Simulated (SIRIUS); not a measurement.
# In (I4/mmm) in SIRIUS: a series of runs

Runs on In. Level: PBE. Tasks: single point.

Everything below comes from runs of SIRIUS 7.12.0. Logs are shortened: lines on timing, memory, paths and dates and some standing lists are left out, and cuts for length are marked. The log counts tension as positive stress, the text compression.

**1. Starting point**

It takes space group I4/mmm (No. 139, tetragonal). Conventional cell: a = 3.251 Å, b = 3.251 Å, c = 4.947 Å, α = 90.00°, β = 90.00°, γ = 90.00°. In (site symmetry 4/mmm) is surrounded by 12 In at 3.25 to 3.38 Å.

**2. Single point, PBE**

Input file sirius.json:

```json
{
  "control": {
    "processing_unit": "cpu",
    "verbosity": 2,
    "num_bands_to_print": 13,
    "print_forces": true,
    "print_stress": true
  },
  "parameters": {
    "electronic_structure_method": "pseudopotential",
    "xc_functionals": ["XC_GGA_X_PBE", "XC_GGA_C_PBE"],
    "gk_cutoff": 8.4,
    "pw_cutoff": 16.8,
    "ngridk": [11, 11, 11],
    "shiftk": [0, 0, 0],
    "smearing": "fermi_dirac",
    "smearing_width": 0.0018374661,
    "num_bands": 13,
    "num_mag_dims": 0,
    "num_dft_iter": 100,
    "energy_tol": 1e-08,
    "density_tol": 1e-06
  },
  "iterative_solver": {
    "type": "davidson",
    "min_tolerance": 1e-10
  },
  "mixer": {
    "type": "anderson",
    "beta": 0.7,
    "max_history": 8
  },
  "settings": {
    "tol_ne": 1e-10,
    "pseudo_grid_cutoff": 6.5
  },
  "unit_cell": {
    "lattice_vectors": [
      [-0.48134884011, 0.48134884011, 0.732534359774],
      [0.48134884011, -0.48134884011, 0.732534359774],
      [0.48134884011, 0.48134884011, -0.732534359774]
    ],
    "lattice_vectors_scale": 6.3814283277,
    "atom_coordinate_units": "lattice",
    "atom_types": ["In"],
    "atom_files": {
      "In": "In.json"
    },
    "atoms": {
      "In": [
        [0.0, 0.0, 0.0]
      ]
    }
  }
}
```

Potentials or basis: PseudoDojo 0.4.1 PBE standard (scalar relativistic).

Started as:

```bash
$ upf_to_json In.upf
$ OMP_NUM_THREADS=1 sirius.scf --input=sirius.json --output=out.json --task=0
```

Log:

```text
[info] SIRIUS version : 7.12.0
[info] number of MPI ranks           : 1
[info] MPI grid                      : 1 1
[info] maximum number of OMP threads : 1
[fft] FFT context for density and potential
[fft] =====================================
[fft]   comm size                             : 1
[fft]   plane wave cutoff                     : 16.8
[fft]   grid size                             : 40 40 40   total : 64000
[fft]   grid limits                           : -19 20   -19 20   -19 20
[fft]   number of G-vectors within the cutoff : 7055
[fft]   local number of G-vectors             : 7055
[fft]   number of G-shells                    : 1055
[fft] FFT context for coarse grid
[fft] =====================================
[fft]   comm size                             : 1
[fft]   plane wave cutoff                     : 16.8
[fft]   grid size                             : 40 40 40   total : 64000
[fft]   grid limits                           : -19 20   -19 20   -19 20
[fft]   number of G-vectors within the cutoff : 7055
[fft]   local number of G-vectors             : 7055
[fft]   number of G-shells                    : 1055
[unit cell] lattice vectors
[unit cell]   a1 :      -3.0716931238      3.0716931238      4.6746155145
[unit cell]   a2 :       3.0716931238     -3.0716931238      4.6746155145
[unit cell]   a3 :       3.0716931238      3.0716931238     -4.6746155145
[unit cell] reciprocal lattice vectors
[unit cell]   b1 :       0.0000000000      1.0227560264      0.6720537002
[unit cell]   b2 :       1.0227560264      0.0000000000      0.6720537002
[unit cell]   b3 :       1.0227560264      1.0227560264      0.0000000000
[unit cell] unit cell volume :       176.42557375 [a.u.^3]
[unit cell] 1/sqrt(omega)    :         0.07528687
[unit cell] MT volume        :         0.00000000 ( 0.00%)
[unit cell] IT volume        :       176.42557375 (100.00%)
[unit cell] number of atom types : 1
[unit cell] type id : 0 symbol : In mt_radius :  19.630000 num_atoms : 1
[unit cell] total number of atoms : 1
[unit cell] number of symmetry classes : 1
[unit cell] number of PAW atoms : 0
[unit cell] atom id  type id  class id             position                      vector_field
[unit cell] ------------------------------------------------------------------------------------------
[unit cell]      0        0        0      0.00000   0.00000   0.00000      0.00000   0.00000   0.00000
[unit cell] atom id         position (Cartesian, a.u.)
[unit cell] ---------------------------------------------
[unit cell]      0       0.000000    0.000000    0.000000
[unit cell] class id : 0 atom id : 0
[unit cell] minimum bond length:     6.143386
[unit cell] total number of pseudo wave-functions: 9
[sym] space group number   : 139
[sym] international symbol : I4/mmm
[sym] Hall symbol          : -I 4 2
[sym] space group transformation matrix :
[sym]  -0.5000  0.5000  0.5000
[sym]   0.5000 -0.5000  0.5000
[sym]   0.5000  0.5000 -0.5000
[sym] space group origin shift :
[sym]   0.0000  0.0000  0.0000
[sym] number of space group operations  : 16
[sym] number of magnetic group operations : 16
[sym] metric tensor error: 0.0000e+00
[sym] rotation matrix error: 4.4409e-16
[sym] symmetry operations
[... list of symmetry operations ...]
[atom type] label          : In
[atom type] --------------------------------------------------------------------------------
[atom type] symbol         : In
[atom type] name           :
[atom type] zn             : 13
[atom type] mass           : 0
[atom type] mt_radius      : 19.63
[... 222 lines left out ...]
[diagonalize] iterative solver tolerance (occupied, empty): 1.37653e-07 1.37653e-07
[diagonalize] average number of iterations: 2.09524
[find] Total energy                   :     -66.45193381 (Ha),    -132.90386762 (Ry)
[find] Free energy (E-TS)             :     -66.45207727 (Ha),    -132.90415455 (Ry)
[find] band gap (eV)                  :       0.00000000
[find] Efermi                         :       0.38892054
[find] iteration : 10, RMS (target) : 6.9176e-07 (1.0000e-06) , energy difference (target) : -3.0420e-08 (1.0000e-08)
[find] | SCF iteration  11 out of 100|
[diagonalize] iterative solver tolerance (occupied, empty): 6.88264e-08 6.88264e-08
[diagonalize] average number of iterations: 1.83333
[find] Total energy                   :     -66.45193382 (Ha),    -132.90386765 (Ry)
[find] Free energy (E-TS)             :     -66.45207729 (Ha),    -132.90415457 (Ry)
[find] band gap (eV)                  :       0.00000000
[find] Efermi                         :       0.38892053
[find] iteration : 11, RMS (target) : 1.6085e-06 (1.0000e-06) , energy difference (target) : -1.3173e-08 (1.0000e-08)
[find] bands are converged : false
[find] iterative solver converged : false
[find] +------------------------------+
[find] | SCF iteration  12 out of 100|
[find] +------------------------------+
[diagonalize] iterative solver tolerance (occupied, empty): 3.44132e-08 3.44132e-08
[diagonalize] average number of iterations: 1.80952
[diagonalize] Lowest band energies
[diagonalize] ik:    0   -0.153899   -0.149857   -0.149857   -0.146852   -0.143272    0.036690    0.775717    0.775717    0.781754    0.821789    0.900087    0.905048    0.905048
[diagonalize] ik:    1   -0.153435   -0.149894   -0.149392   -0.146739   -0.143453    0.043355    0.702520    0.763411    0.767489    0.812521    0.916822    0.923083    0.931909
[diagonalize] ik:    2   -0.152698   -0.150254   -0.148452   -0.145745   -0.143617    0.063577    0.587385    0.731978    0.751754    0.809050    0.877254    0.965278    0.968482
[diagonalize] ik:    3   -0.152623   -0.151109   -0.148235   -0.143311   -0.142786    0.097755    0.476933    0.702022    0.738120    0.806359    0.842433    0.933086    0.935284
[diagonalize] ik:    4   -0.153119   -0.151962   -0.148813   -0.141215   -0.140548    0.145914    0.376634    0.679357    0.729435    0.804106    0.819670    0.895937    0.906260
[diagonalize] ...
[diagonalize] ik:  121   -0.158514   -0.154405   -0.140851   -0.139844   -0.138496    0.250570    0.339820    0.517057    0.522768    0.749901    0.751834    1.142404    1.222800
[diagonalize] ik:  122   -0.159031   -0.154296   -0.140633   -0.139879   -0.138906    0.207545    0.384734    0.522185    0.577637    0.696620    0.751942    1.181233    1.204999
[diagonalize] ik:  123   -0.159205   -0.153905   -0.140281   -0.140281   -0.140162    0.167909    0.434587    0.584297    0.584297    0.699669    0.700863    1.224987    1.224988
[diagonalize] ik:  124   -0.159510   -0.155054   -0.139953   -0.138963   -0.138360    0.283101    0.295133    0.512510    0.567979    0.691482    0.746180    1.210511    1.262394
[diagonalize] ik:  125   -0.160172   -0.155432   -0.139585   -0.138411   -0.138411    0.241681    0.331455    0.564941    0.564941    0.689620    0.690123    1.240216    1.296453
[find] Charges and magnetic moments
[find] --------------------------------------------------------------------------------
[find] total charge          : 13.000000
[find] Energy
[find] --------------------------------------------------------------------------------
[find] valence_eval_sum               :      -0.73113079
[find] <rho|V^{XC}>                   :     -11.57131701
[find] <rho|E^{XC}>                   :     -20.03797497
[find] <mag|B^{XC}>                   :       0.00000000
[find] <rho|V^{H}>                    :      27.48831378
[find] one-electron contribution      :     -16.64812756 (Ha),     -33.29625512 (Ry)
[find] hartree contribution           :      13.74415689
[find] xc contribution                :     -20.03797497
[find] ewald contribution             :     -43.50999013
[find] PAW contribution               :       0.00000000
[find] smearing (-TS)                 :      -0.00014346
[find] SCF correction                 :       0.00000194
[find] Total energy                   :     -66.45193383 (Ha),    -132.90386766 (Ry)
[find] Free energy (E-TS)             :     -66.45207729 (Ha),    -132.90415459 (Ry)
[find] band gap (eV)                  :       0.00000000
[find] Efermi                         :       0.38892056
[find] iteration : 12, RMS (target) : 5.9357e-07 (1.0000e-06) , energy difference (target) : -5.6781e-09 (1.0000e-08)
[find] bands are converged : false
[find] iterative solver converged : false
[find] converged after 13 SCF iterations!
[find] Charges and magnetic moments
[find] --------------------------------------------------------------------------------
[find] total charge          : 13.000000
[find] Energy
[find] --------------------------------------------------------------------------------
[find] valence_eval_sum               :      -0.73113079
[find] <rho|V^{XC}>                   :     -11.57131701
[find] <rho|E^{XC}>                   :     -20.03797497
[find] <mag|B^{XC}>                   :       0.00000000
[find] <rho|V^{H}>                    :      27.48831378
[find] one-electron contribution      :     -16.64812756 (Ha),     -33.29625512 (Ry)
[find] hartree contribution           :      13.74415689
[find] xc contribution                :     -20.03797497
[find] ewald contribution             :     -43.50999013
[find] PAW contribution               :       0.00000000
[find] smearing (-TS)                 :      -0.00014346
[find] SCF correction                 :       0.00000194
[find] Total energy                   :     -66.45193383 (Ha),    -132.90386766 (Ry)
[find] Free energy (E-TS)             :     -66.45207729 (Ha),    -132.90415459 (Ry)
[find] band gap (eV)                  :       0.00000000
[find] Efermi                         :       0.38892056
[ground_state] === stress tensor components [kbar] ===
[ground_state] === stress_kin ===
[ground_state] -46486.899856    0.000000    0.000000
[ground_state]     0.000000-46486.899856    0.000000
[ground_state]     0.000000    0.000000-46493.871754
[ground_state] === stress_har ===
[ground_state] -7714.698923    0.000000    0.000000
[ground_state]     0.000000-7714.698923    0.000000
[ground_state]     0.000000    0.000000-7490.578823
[ground_state] === stress_ewald ===
[ground_state] 24042.431609    0.000000    0.000000
[ground_state]     0.00000024042.431609   -0.000000
[ground_state]     0.000000   -0.00000024473.094805
[ground_state] === stress_vloc ===
[ground_state]  2488.305761    0.000000    0.000000
[ground_state]     0.000000 2488.305761   -0.000000
[ground_state]     0.000000   -0.000000 1831.430949
[ground_state] === stress_xc ===
[ground_state] -13745.399736    0.000000    0.000000
[ground_state]     0.000000-13745.399736   -0.000000
[ground_state]     0.000000   -0.000000-13744.100597
[ground_state] === stress_core ===
[ground_state] 20318.179865    0.000000    0.000000
[ground_state]     0.00000020318.179865    0.000000
[ground_state]     0.000000    0.00000020319.080838
[ground_state] === stress_nonloc ===
[ground_state] 21076.368711    0.000000    0.000000
[ground_state]     0.00000021076.368711    0.000000
[ground_state]     0.000000    0.00000021088.647854
[ground_state] === stress_us_nl ===
[ground_state] 21076.368711    0.000000    0.000000
[ground_state]     0.00000021076.368711    0.000000
[ground_state]     0.000000    0.00000021088.647854
[ground_state] === stress_total ===
[ground_state]   -21.712570    0.000000    0.000000
[ground_state]     0.000000  -21.712570   -0.000000
[ground_state]     0.000000   -0.000000  -16.296729
[ground_state] ==== total Forces in Ha/bohr =====
[ground_state] atom:    0, force:       0.0000000      0.0000000      0.0000000
[ground_state] ==== ultrasoft contribution from Qij =====
[ground_state] atom:    0, force:       0.0000000      0.0000000      0.0000000
[ground_state] ==== non-local contribution from Beta-projector =====
[ground_state] atom:    0, force:       0.0000000      0.0000000      0.0000000
[ground_state] ==== contribution from local potential =====
[ground_state] atom:    0, force:       0.0000000      0.0000000      0.0000000
[ground_state] ==== contribution from core density =====
[ground_state] atom:    0, force:       0.0000000      0.0000000      0.0000000
[ground_state] ==== Ewald forces from ions =====
[ground_state] atom:    0, force:       0.0000000      0.0000000      0.0000000
[~DFT_ground_state] local op. applied: 48434
[~DFT_ground_state] evp. work count: 15587
[~DFT_ground_state] number of iterative solver steps: 4501
```

Run time: 26 s. Hardware: 1 thread of AMD EPYC 9R45 (Zen 5), shared host; peak memory 0.38 GiB.

What came out:

* Free energy: -1808.2531 eV
* Pressure: 2.0 GPa
* Band gap on the k mesh: none (metal or under the smearing width)

**3. Single point, PBE**

sirius.json: that of step 2 with these lines changed.

```diff
@@ -38,7 +38,6 @@
     "lattice_vectors": [
-      [-0.48134884011, 0.48134884011, 0.732534359774],
-      [0.48134884011, -0.48134884011, 0.732534359774],
-      [0.48134884011, 0.48134884011, -0.732534359774]
+      [-3.071693123795, 3.071693123795, 4.674615514487],
+      [3.071693123795, -3.071693123795, 4.674615514487],
+      [3.071693123795, 3.071693123795, -4.674615514487]
     ],
-    "lattice_vectors_scale": 6.3814283277,
     "atom_coordinate_units": "lattice",
```

Potentials or basis: SPMS 1.0 PBE (norm-conserving).

Started as:

```bash
$ upf_to_json 49_In_13_2.5_3.1_pbe_n_v1.0.upf
$ OMP_NUM_THREADS=1 sirius.scf --input=sirius.json --output=out.json --task=0
```

It took 25 s on 1 thread of AMD EPYC 9R45 (Zen 5), shared host; peak memory 0.38 GiB.

Results (log left out):

```
Free energy            : -1672.4202 eV
Pressure               : 2.1 GPa
Band gap on the k mesh : none (metal or under the smearing width)
```

Stress tensor (GPa, compression positive):
```
2.26 0.00 0.00
0.00 2.26 0.00
0.00 0.00 1.71
```

**4. Single point, PBE**

sirius.json: that of step 3 with these lines changed.

```diff
@@ -38,6 +38,7 @@
     "lattice_vectors": [
-      [-3.071693123795, 3.071693123795, 4.674615514487],
-      [3.071693123795, -3.071693123795, 4.674615514487],
-      [3.071693123795, 3.071693123795, -4.674615514487]
+      [-0.48134884011, 0.48134884011, 0.732534359774],
+      [0.48134884011, -0.48134884011, 0.732534359774],
+      [0.48134884011, 0.48134884011, -0.732534359774]
     ],
+    "lattice_vectors_scale": 6.3814283277,
     "atom_coordinate_units": "lattice",
```

Potentials or basis: SG15 1.2 PBE (norm-conserving).

Started as:

```bash
$ upf_to_json In_ONCV_PBE-1.2.upf
$ OMP_NUM_THREADS=1 sirius.scf --input=sirius.json --output=out.json --task=0
```

Run time: 36 s. Hardware: 1 thread of AMD EPYC 9R45 (Zen 5), shared host; peak memory 0.39 GiB.

Results (log left out):

* Free energy: -1422.9966 eV
* Pressure: 2.0 GPa
* Band gap on the k mesh: none (metal or under the smearing width)

Stress tensor (GPa, compression positive):
```
2.21 0.00 0.00
0.00 2.21 0.00
0.00 0.00 1.66
```

**5. Single point, PBE**

sirius.json: that of step 4 with these lines changed.

```diff
@@ -4,3 +4,3 @@
     "verbosity": 2,
-    "num_bands_to_print": 13,
+    "num_bands_to_print": 18,
     "print_forces": true,
@@ -11,4 +11,4 @@
     "xc_functionals": ["XC_GGA_X_PBE", "XC_GGA_C_PBE"],
-    "gk_cutoff": 8.4,
-    "pw_cutoff": 16.8,
+    "gk_cutoff": 9.1,
+    "pw_cutoff": 18.2,
     "ngridk": [11, 11, 11],
@@ -17,3 +17,3 @@
     "smearing_width": 0.0018374661,
-    "num_bands": 13,
+    "num_bands": 18,
     "num_mag_dims": 0,
@@ -38,7 +38,6 @@
     "lattice_vectors": [
-      [-0.48134884011, 0.48134884011, 0.732534359774],
-      [0.48134884011, -0.48134884011, 0.732534359774],
-      [0.48134884011, 0.48134884011, -0.732534359774]
+      [-3.071693123795, 3.071693123795, 4.674615514487],
+      [3.071693123795, -3.071693123795, 4.674615514487],
+      [3.071693123795, 3.071693123795, -4.674615514487]
     ],
-    "lattice_vectors_scale": 6.3814283277,
     "atom_coordinate_units": "lattice",
```

Potentials or basis: PseudoDojo 0.5 PBE stringent (scalar relativistic).

Started as:

```bash
$ upf_to_json In.upf
$ OMP_NUM_THREADS=1 sirius.scf --input=sirius.json --output=out.json --task=0
```

Run time: 29 s. Hardware: 1 thread of AMD EPYC 9R45 (Zen 5), shared host; peak memory 0.47 GiB.

Results (log left out):

```yaml
Free_energy: -5427.1587 eV
Pressure: 2.1 GPa
Band_gap_on_the_k_mesh: none (metal or under the smearing width)
```

Stress tensor (GPa, compression positive):
```
2.23 0.00 0.00
0.00 2.23 0.00
0.00 0.00 1.69
```

**6. The runs side by side**

| potentials or basis | cutoff (eV) | gap on the mesh (eV) | pressure (GPa) |
| --- | --- | --- | --- |
| PseudoDojo 0.4.1 PBE standard (scalar relativistic) | 960 | none | 2.0 |
| SPMS 1.0 PBE (norm-conserving) | 960 | none | 2.1 |
| SG15 1.2 PBE (norm-conserving) | 960 | none | 2.0 |
| PseudoDojo 0.5 PBE stringent (scalar relativistic) | 1127 | none | 2.1 |

Alike in all rows: task single point; level PBE; no spin polarisation; cell as given; k mesh 11 × 11 × 11; smearing fermi-dirac 0.05 eV.

Total energies depend on the potentials used, so only differences within one code and one set of settings carry meaning.
